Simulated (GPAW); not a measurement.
# Single-oscillator test of the refractive-index dispersion of CaO below its gap, in LDA and LDA + 1 eV scissors

A solid absorbs light over a wide band of energies, yet below the gap its refractive index often behaves as if all that absorption sat at one energy. We test this for rock-salt CaO at five common laser wavelengths, from 1550 to 532 nm. If a single oscillator is enough, 1/(n² − 1) falls on a straight line against the squared photon energy, and two constants give the index at any wavelength in this range, which is useful for designing coatings and waveguides. The index comes from the RPA dielectric function at a fixed measured cell, once with LDA bands and once with the empty bands raised by 1 eV. Each set is judged against its own straight line; measured indices are not compared here.

## Computational details

The measured cell of a diffraction database, fixed. GPAW 26.7.0, plane waves with PAW (cutoff 450 eV), LDA and LDA + 1 eV scissors, no spin polarisation, no spin-orbit coupling, clamped ions. RPA dielectric function with local fields on a k mesh of 18×18×18, Lorentzian broadening 0.1 eV; the rows are a selection of common laser wavelengths, read off the computed spectrum below 72 % of the smallest direct gap; n is the real part of √ε.

Notes on method and selection:

- Excitons and lattice vibrations are left out; a gap that is too small makes n too large and too dispersive.
- Runs that did not converge, have known faults or may not be shown are not listed, and runs on Ansatz's PAW sets soft_1 and soft_2 are kept to separate tables.

Columns:

- E² (eV²): square of the photon energy.
- E (eV): photon energy.
- n: refractive index.

## Numbers

| member | level | E² (eV²) | E (eV) | 1/(n² − 1) | n |
| --- | --- | --- | --- | --- | --- |
| 1550 nm | LDA | 0.64 | 0.80 | 0.3606 | 1.943 |
| 1064 nm | LDA | 1.36 | ? | ? | ? |
| 800 nm | LDA | 2.40 | 1.55 | 0.3490 | 1.966 |
| 633 nm | LDA | 3.84 | 1.96 | 0.3392 | 1.987 |
| 532 nm | LDA | 5.43 | 2.33 | 0.3278 | 2.013 |
| 1550 nm | LDA + 1 eV scissors | 0.64 | 0.80 | 0.4036 | 1.865 |
| 1064 nm | LDA + 1 eV scissors | 1.36 | 1.17 | 0.3999 | 1.871 |
| 800 nm | LDA + 1 eV scissors | 2.40 | 1.55 | 0.3944 | 1.880 |
| 633 nm | LDA + 1 eV scissors | 3.84 | 1.96 | 0.3868 | 1.894 |
| 532 nm | LDA + 1 eV scissors | 5.43 | 2.33 | 0.3781 | 1.909 |

Cells marked ? are withheld until the estimate has been made.

Least-squares fits to the members shown, with x = E² (eV²); R² and errors in the fitted variable (y, or ln y where the fit is in ln y):

| y | level | members | fit | R² | rms residual | leave-one-out rms | the same for the mean of the others |
| --- | --- | --- | --- | --- | --- | --- | --- |
| 1/(n² − 1) | LDA | 4 | y = 0.3652 − 0.006841 x | 1.00 | 2.4×10⁻⁴ | 6.3×10⁻⁴ | 0.016 |
| 1/(n² − 1) | LDA + 1 eV scissors | 5 | y = 0.40711 − 0.0053222 x | 1.00 | 9.4×10⁻⁵ | 2.0×10⁻⁴ | 0.011 |
| n | LDA | 4 | y = 1.9323 + 0.014593 x | 1.00 | 0.0014 | 0.0036 | 0.034 |
| n | LDA + 1 eV scissors | 5 | y = 1.85854 + 0.00923936 x | 1.00 | 4.3×10⁻⁴ | 7.6×10⁻⁴ | 0.020 |

## Reading the trend

The law holds closely at both levels. 1/(n² − 1) falls at every step in E², and the rms residuals are 2.4×10⁻⁴ for LDA and 9.4×10⁻⁵ with the scissors, on values of 0.33 to 0.40. R² is a weak witness, since n itself plotted against E² also gives 1.00. Leave-one-out errors say more: for LDA the error is 6.3×10⁻⁴ / 0.016 = 0.04 of that of the mean for 1/(n² − 1), against 0.0036 / 0.034 = 0.11 for n.

For one oscillator at energy E₀, 1/(n² − 1) = A(1 − E²/E₀²), so E₀² is the intercept divided by the size of the slope. The LDA fit gives E₀ = √(0.3652 / 0.006841) = 7.3 eV, and the scissors fit gives √(0.40711 / 0.0053222) = 8.7 eV. These are weighted averages over many interband transitions, not gaps. The rise of 8.7 − 7.3 = 1.4 eV can exceed the 1 eV shift because the lowest transitions, which count most in the average, lose relative weight when all are raised equally. Raising the empty bands makes the crystal harder to polarise, which lowers n, and moves the absorption further from the photon energy, which flattens the dispersion.

A small departure remains. Between 1550 and 800 nm the LDA slope is (0.3490 − 0.3606) / (2.40 − 0.64) = −0.0066 per eV²; between 633 and 532 nm it is (0.3278 − 0.3392) / (5.43 − 3.84) = −0.0072 per eV². This steepening exceeds the rounding and has the sign expected of a spread of transitions: those nearest the gap respond ever more strongly as the photon energy rises. With the scissors the same two slopes are (0.3944 − 0.4036) / (2.40 − 0.64) = −0.0052 and (0.3781 − 0.3868) / (5.43 − 3.84) = −0.0055 per eV², a smaller change, as expected when the gap is further away.

The result concerns the electronic response without excitons. In a real crystal lattice vibrations lower n towards the infrared, which would lift 1/(n² − 1) at the low-energy end of the line.

## Estimating the withheld member

Plain estimates from the members shown:

- 1064 nm (LDA), fit at x = 1.36: 0.3559
- 1064 nm (LDA), straight-line interpolation between 1550 nm and 800 nm: w = (1.36 − 0.64) / (2.40 − 0.64) = 0.409, so 0.3606 + 0.409 × (0.3490 − 0.3606) = 0.3559
- 1064 nm (LDA), from its own LDA + 1 eV scissors value plus the mean shift LDA − LDA + 1 eV scissors over the other 4 members (−0.0466, standard deviation 0.0027): 0.3999 − 0.0466 = 0.3533

The 1064 nm point lies between two LDA neighbours on a smooth curve, so we interpolate between 1550 and 800 nm. The chord gives 0.3606 − 0.409 × 0.0116 = 0.35586.

The curve bends downwards, so the chord runs slightly low. The LDA slope changes from −0.00659 per eV² (1550 to 800 nm) to −0.00681 per eV² (800 to 633 nm), which gives a quadratic coefficient of (−0.00681 + 0.00659) / (3.84 − 0.64) = −0.00007 per eV⁴. At E² = 1.36 eV² the correction is −0.00007 × (1.36 − 0.64) × (1.36 − 2.40) = +0.00005, and the estimate becomes 0.3559.

The chord can be tried on the scissors row at the same wavelength: 0.4036 − 0.409 × 0.0092 = 0.3998, against the tabulated 0.3999.

The estimate from the mean shift between levels, 0.3533, is set aside. That shift is not constant: it grows steadily from −0.0430 at 1550 nm to −0.0503 at 532 nm, so its mean is too large in size for a wavelength near the infrared end.

The miss in the scissors trial and the rounding of the neighbouring values together suggest a standard deviation of about 0.0001.

**Committed estimate, 1064 nm (LDA): 1/(n² − 1) = 0.3559 ± 0.0001.**

## How the estimate fared

| member | level | E² (eV²) | E (eV) | 1/(n² − 1) | n |
| --- | --- | --- | --- | --- | --- |
| 1064 nm | LDA | 1.36 | 1.17 | 0.3559 | 1.952 |

| member | estimate | 1/(n² − 1) | computed | estimate − computed | miss in error bars |
| --- | --- | --- | --- | --- | --- |
| 1064 nm (LDA) | committed | 0.3559 | 0.3559 | 0.0000 | 0.0 |
| 1064 nm (LDA) | fit | 0.3559 | 0.3559 | 0.0000 |  |
| 1064 nm (LDA) | interpolation | 0.3559 | 0.3559 | 0.0000 |  |
| 1064 nm (LDA) | shift from LDA + 1 eV scissors | 0.3533 | 0.3559 | −0.0026 |  |

The estimate of 0.3559 agrees with the computed value to all four decimals, well inside its error bar of 0.0001. The straight-line fit and the plain interpolation do equally well. Our curvature correction of +0.00005 was too small for the printed digits to confirm.

Setting aside the mean shift between levels was right, as it misses by −0.0026. The actual shift at 1064 nm is 0.3559 − 0.3999 = −0.0440, between those at 1550 nm (−0.0430) and 800 nm (−0.0454). The scissors change the slope of the line as well as its height, so no constant shift can carry one level into the other.

The hit is weak evidence for the single-oscillator law itself. Interpolating n between the same neighbours gives 1.943 + 0.409 × (1.966 − 1.943) = 1.952, which is also the computed index. Over so short a step any smooth curve would pass, and the case for the law rests on the fit to the whole range.

## Residuals

Least-squares fits to the whole series, with x = E² (eV²); R² and errors in the fitted variable (y, or ln y where the fit is in ln y):

| y | level | members | fit | R² | rms residual | leave-one-out rms | the same for the mean of the others |
| --- | --- | --- | --- | --- | --- | --- | --- |
| 1/(n² − 1) | LDA | 5 | y = 0.3652 − 0.006841 x | 1.00 | 2.2×10⁻⁴ | 4.7×10⁻⁴ | 0.015 |
| 1/(n² − 1) | LDA + 1 eV scissors | 5 | y = 0.40711 − 0.0053222 x | 1.00 | 9.4×10⁻⁵ | 2.0×10⁻⁴ | 0.011 |
| n | LDA | 5 | y = 1.9323 + 0.014610 x | 1.00 | 0.0012 | 0.0026 | 0.032 |
| n | LDA + 1 eV scissors | 5 | y = 1.85854 + 0.00923936 x | 1.00 | 4.3×10⁻⁴ | 7.6×10⁻⁴ | 0.020 |

Largest departures from the fit to the whole series:

| member | level | 1/(n² − 1) | fit | computed − fit | in rms residuals |
| --- | --- | --- | --- | --- | --- |
| 633 nm | LDA + 1 eV scissors | 0.3868 | 0.3867 | +0.0001 | 1.4 |
| 633 nm | LDA | 0.3392 | 0.3389 | +0.0003 | 1.2 |
| 532 nm | LDA + 1 eV scissors | 0.3781 | 0.3782 | −0.0001 | 1.2 |
| 532 nm | LDA | 0.3278 | 0.3281 | −0.0003 | 1.2 |

No wavelength stands out, the largest departure being 1.4 rms residuals. In LDA the points lie below the line at both ends (−0.0003 at 532 nm) and above it at 633 nm (+0.0003), the slight downward bend expected when absorption is spread over many energies. With the scissors the pattern is the same, but the departures of about 0.0001 barely exceed the rounding.

## Rules of thumb and their limits

From 0.80 to 2.33 eV one oscillator describes the computed index of CaO at both levels. The size of an error in 1/(n² − 1) becomes that of an error in n when multiplied by (n² − 1)²/(2n), which is about 2.1 for LDA and 1.7 with the scissors. The leave-one-out errors therefore correspond to about 0.001 in n for LDA and 0.0003 with the scissors.

At 620 nm (2.00 eV, E² = 4.00 eV²) the scissors line gives 0.40711 − 0.0053222 × 4.00 = 0.3858, so n = √(1 + 1/0.3858) = 1.895. The LDA line gives √(1 + 1/(0.3652 − 0.006841 × 4.00)) = 1.990.

The difference between the levels, 1.990 − 1.895 = 0.095, exceeds the whole LDA dispersion, 2.013 − 1.943 = 0.070, so a 1 eV change in the gap matters more to the index than the choice of wavelength within this range. LDA gaps of wide-gap oxides are usually too small by more than 1 eV, and a full correction would lower n further. The missing electron–hole attraction acts the other way and would raise n. For design work the line is best kept as a form, with both constants fitted to measured indices.
